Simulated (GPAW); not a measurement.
# Dielectric function and optical constants of NaH, part 2 of 2

Aim: the dielectric function of NaH, and the optical constants that follow from it.

GPAW 26.7.0; DFT, revPBE, plane-wave PAW (GPAW data sets), scalar-relativistic, RPA, optical limit.

So far. Step 2 (Ground state): There is a gap, 3.90 eV on this mesh (points off the mesh can give less), so no carriers' term is needed.

## (4) Dielectric function, RPA (continued)

The Im ε, E ∥ x has structure finer than the step of the table below, so its rows give means over 1 eV, whole bins alone (the curve runs from 0 to 29.9 eV). Peaks (eV: height): 5.7: 8.76, 6.8: 4.21, 7.7: 2.49.

Values under the direct gap are tails of Lorentzian lines. Im ε, E ∥ x against photon energy; means over each step:

photon energy (eV), Im ε, E ∥ x and a bar:
```
        1       0.01 
        2       0.02 
        3       0.05 
        4       0.18 #
        5       3.39 ##################
        6       5.59 ##############################
        7       2.48 #############
        8       1.47 ########
        9       0.90 #####
       10       0.63 ###
       11       0.55 ###
       12       0.45 ##
       13       0.34 ##
       14       0.28 #
       15       0.23 #
       16       0.16 #
       17       0.14 #
       18       0.10 
       19       0.07 
       20       0.07 
       21       0.11 #
       22       0.13 #
       23       0.10 
       24       0.09 
       25       0.06 
       26       0.08 
       27       0.12 #
       28       0.12 #
       29       0.09
```

Table of Re ε, E ∥ x by photon energy:

photon energy (eV), Re ε, E ∥ x and a bar from the least value:
```
        0       2.70 ################
        1       2.75 ################
        2       2.90 ################
        3       3.24 ##################
        4       4.11 #####################
        5       6.48 ##############################
        6      -0.60 ###
        7      -1.41 
        8      -0.49 ####
        9       0.21 ######
       10       0.20 ######
       11       0.31 #######
       12       0.51 #######
       13       0.58 ########
       14       0.75 ########
       15       0.65 ########
       16       0.58 ########
       17       0.71 ########
       18       0.72 ########
       19       0.80 ########
       20       0.85 #########
       21       0.91 #########
       22       0.86 #########
       23       0.88 #########
       24       0.88 #########
       25       0.90 #########
       26       0.94 #########
       27       0.96 #########
       28       0.88 #########
       29       0.92 #########
```

Refractive index n and extinction k against photon energy:

| photon energy (eV) | n | k |
| --- | --- | --- |
| 0 | 1.64 | 0 |
| 1 | 1.66 | 0.00279 |
| 2 | 1.70 | 0.00663 |
| 3 | 1.80 | 0.0140 |
| 4 | 2.03 | 0.0373 |
| 5 | 2.62 | 0.617 |
| 6 | 1.45 | 1.64 |
| 7 | 0.706 | 1.38 |
| 8 | 0.528 | 0.876 |
| 9 | 0.781 | 0.632 |
| 10 | 0.661 | 0.488 |
| 11 | 0.730 | 0.468 |
| 12 | 0.791 | 0.341 |
| 13 | 0.802 | 0.251 |
| 14 | 0.879 | 0.153 |
| 15 | 0.823 | 0.156 |
| 16 | 0.770 | 0.0987 |
| 17 | 0.848 | 0.0893 |
| 18 | 0.852 | 0.0650 |
| 19 | 0.895 | 0.0309 |
| 20 | 0.925 | 0.0285 |
| 21 | 0.954 | 0.0516 |
| 22 | 0.927 | 0.0641 |
| 23 | 0.937 | 0.0596 |
| 24 | 0.937 | 0.0408 |
| 25 | 0.947 | 0.0331 |
| 26 | 0.969 | 0.0358 |
| 27 | 0.982 | 0.0617 |
| 28 | 0.940 | 0.0618 |
| 29 | 0.961 | 0.0427 |

The loss function −Im 1/ε at q → 0, E ∥ x has structure finer than the step of the table below, so its rows give means over 1 eV, whole bins alone (the curve runs from 0 to 29.9 eV). Peaks (eV: height): 8.6: 1.37, 10.2: 1.60, 10.7: 1.46, 11.2: 2.17, 11.7: 1.32, 12.3: 1.91, 13.3: 1.25.

Values under the direct gap are tails of Lorentzian lines. Table of loss function −Im 1/ε at q → 0, E ∥ x by energy loss; means over each step:

| energy loss (eV) | loss function −Im 1/ε at q → 0, E ∥ x |
| --- | --- |
| 1 | 0.00124 |
| 2 | 0.00271 |
| 3 | 0.00485 |
| 4 | 0.00951 |
| 5 | 0.0607 |
| 6 | 0.186 |
| 7 | 0.407 |
| 8 | 0.669 |
| 9 | 1.11 |
| 10 | 1.33 |
| 11 | 1.33 |
| 12 | 1.23 |
| 13 | 0.875 |
| 14 | 0.658 |
| 15 | 0.538 |
| 16 | 0.391 |
| 17 | 0.255 |
| 18 | 0.185 |
| 19 | 0.111 |
| 20 | 0.0992 |
| 21 | 0.135 |
| 22 | 0.169 |
| 23 | 0.124 |
| 24 | 0.113 |
| 25 | 0.0777 |
| 26 | 0.0883 |
| 27 | 0.127 |
| 28 | 0.142 |
| 29 | 0.105 |

The Im ε, E ∥ x has structure finer than the step of the table below, so its rows give means over 1 eV, whole bins alone (the curve runs from 0 to 29.9 eV). Peaks (eV: height): without local fields 5.6: 10.7, 6.7: 4.06; with local fields 5.7: 8.76, 6.8: 4.21, 7.7: 2.49.

Values under the direct gap are tails of Lorentzian lines. Table of Im ε, E ∥ x by photon energy; means over each step:

| photon energy (eV) | without local fields | with local fields |
| --- | --- | --- |
| 1 | 0.0121 | 0.00942 |
| 2 | 0.0301 | 0.0231 |
| 3 | 0.0705 | 0.0525 |
| 4 | 0.264 | 0.182 |
| 5 | 5.49 | 3.39 |
| 6 | 6.10 | 5.59 |
| 7 | 2.39 | 2.48 |
| 8 | 1.31 | 1.47 |
| 9 | 0.848 | 0.895 |
| 10 | 0.608 | 0.634 |
| 11 | 0.483 | 0.549 |
| 12 | 0.376 | 0.449 |
| 13 | 0.285 | 0.338 |
| 14 | 0.229 | 0.283 |
| 15 | 0.172 | 0.235 |
| 16 | 0.0991 | 0.159 |
| 17 | 0.0966 | 0.135 |
| 18 | 0.0666 | 0.102 |
| 19 | 0.0561 | 0.0722 |
| 20 | 0.0638 | 0.0736 |
| 21 | 0.0942 | 0.112 |
| 22 | 0.0624 | 0.126 |
| 23 | 0.0486 | 0.0950 |
| 24 | 0.0431 | 0.0903 |
| 25 | 0.0287 | 0.0636 |
| 26 | 0.0509 | 0.0794 |
| 27 | 0.122 | 0.119 |
| 28 | 0.122 | 0.117 |
| 29 | 0.0864 | 0.0901 |

From ε follow the optical constants at some laser and lamp lines:

| wavelength (nm) | n | k | R (%) | 1/α |
| --- | --- | --- | --- | --- |
| 1550 | 1.65 | 0.002 | 6.0 | 56 µm |
| 1064 | 1.66 | 0.003 | 6.2 | 26 µm |
| 800 | 1.68 | 0.005 | 6.4 | 14 µm |
| 532 | 1.73 | 0.008 | 7.1 | 5.0 µm |
| 405 | 1.81 | 0.015 | 8.3 | 2.2 µm |
| 365 | 1.87 | 0.020 | 9.1 | 1.5 µm |
| 248 | 2.62 | 0.616 | 22.3 | 32 nm |

Below the direct gap, k and the depth come from the tails of the Lorentzian lines, not from transitions.

Rows near the edge hang on the gap, which this functional as a rule makes too small, and phonon-assisted absorption is left out.

## (5) Summary of results

| Item | Value |
| --- | --- |
| electronic dielectric constant ε∞, mean over x, y and z (by symmetry where fewer were run) (RPA) | 2.70 |
| main peak of Im epsilon, first axis | 5.72 eV |
| centre of weight of the strongest loss peak in the window, first axis | 10.7 eV |

**Reading.** At this level (revPBE, RPA) NaH has ε∞ = 2.70 and n = 1.65 at 1550 nm, and Im ε peaks at 5.7 eV. On the mesh the gap is 3.90 eV and the least direct gap 4.72 eV, so on this mesh the band edges lie at different points. Local fields change the static value along x from 2.99 to 2.70 (-10 %). Distinct maxima of Im ε, read by a parabola through the highest points, lie at 5.72 eV (8.8), 6.20 eV (5.4), 6.76 eV (4.2) and 7.69 eV (2.5). Excitons and phonon-assisted transitions are missing; revPBE gaps are as a rule too small, which pulls the onset down and ε∞ up. The sum runs over mesh points, so small or evenly spaced maxima can still be ripples of the mesh.

[Machine, clock and banner lines and Python warnings are left out of the logs.]

[Logs are printed without paths, hosts, clocks, repeated set-up lines and the standing remarks that a program may print on its own settings, such as how far it seeks lower states.]

[Hosts, paths, dates, database ids (printed as entryN), source tags and the programs' standing remarks are cut or masked in the printed files.]
